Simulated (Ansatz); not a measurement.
Crystal: Te.

```
Te
1.0
     5.22326    0.00000    0.00000
     0.00000    5.22326    0.00000
     0.00000    0.00000    5.22326
Te
4
Direct
  0.87500 0.12500 0.62500
  0.37500 0.37500 0.37500
  0.12500 0.62500 0.87500
  0.62500 0.87500 0.12500
```

The cell was built by a generator and needn't be a form met in nature.

Base run:

```yaml
Program: Ansatz 0.2.0
Functional: LDA
Potentials_or_basis: Ansatz PAW
Cutoff: "420 eV (not typed: the program's choice for these potentials)"
k_mesh: 4 × 4 × 4
Occupations: fermi-dirac, width 0.05 eV
Spin: no spin polarisation
```

Its results: band gap on the k mesh none (metal or under the smearing width); pressure -2.9 GPa.

Problem. The run is repeated on the same cell with these changes: functional from LDA to RPBE. What comes out?

Solution. Band gap on the k mesh none (metal or under the smearing width); pressure 1.3 GPa.

RPBE binds less tightly than LDA, so the same cell stands under more pressure.

Caveats: spin-orbit coupling is left out, which moves the levels of the heavy elements; the PAW data sets come from PBE, with cores solved anew for the run's functional, which leaves a small shift of forces and pressure.
